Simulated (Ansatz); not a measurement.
Crystal: C.

```
CELL_PARAMETERS angstrom
2.52210 0.00000 0.00000
-1.26105 2.18420 0.00000
0.00000 0.00000 8.23710
ATOMIC_POSITIONS crystal
C 0.66667 0.33333 0.84375
C 0.33333 0.66667 0.34375
C 0.66667 0.33333 0.65625
C 0.33333 0.66667 0.15625
C 0.00000 0.00000 0.90625
C 0.00000 0.00000 0.40625
C 0.00000 0.00000 0.59375
C 0.00000 0.00000 0.09375
```

This is a hexagonal form of diamond, not graphite.

| Property | Result |
| --- | --- |
| Program | Ansatz 0.2.0 |
| Task | relaxation of cell and atoms |
| Functional | revPBE |
| Dispersion | D4 |
| Potentials or basis | Ansatz PAW |
| Cutoff | 420 eV (not typed: the program's choice for these potentials) |
| k mesh | 12 × 12 × 4 |
| Occupations | fermi-dirac, width 0.05 eV |
| Spin | no spin polarisation |

At the start: volume 5.67 Å³/atom.

Q: How do energy, volume and symmetry change on relaxing?

A: It ends after 7 steps and the volume is 5.59 Å³/atom (-1.4 %); space group P6_3/mmc (No. 194, to 0.05 Å).

The path:
```csv
step,energy change (eV),largest force (eV/Å),volume (Å³)
1,0.0000,0.3308,45.38
2,-0.0260,0.3561,44.99
3,-0.0330,0.1532,44.83
4,-0.0344,0.0051,44.76
5,-0.0311,0.0060,44.76
6,-0.0311,0.0005,44.75
7,-0.0311,0.0005,44.75
```

Final structure:
```
C
1.0
     2.50218    0.00000    0.00000
    -1.25109    2.16695    0.00000
     0.00000    0.00000    8.25256
C
8
Cartesian
  1.2511 0.7223 6.9687
  0.0000 1.4446 2.8424
  1.2511 0.7223 5.4102
  0.0000 1.4446 1.2839
  0.0000 0.0000 7.4853
  0.0000 0.0000 3.3591
  0.0000 0.0000 4.8935
  0.0000 0.0000 0.7672
```

Caveat: the plane-wave basis is chosen anew once the cell has moved, so the energies of steps on either side of that aren't comparable; the pressure holds a Pulay correction of +0.9 GPa for the finite cutoff; the PAW data sets come from PBE, with cores solved anew for the run's functional, which leaves a small shift of forces and pressure.
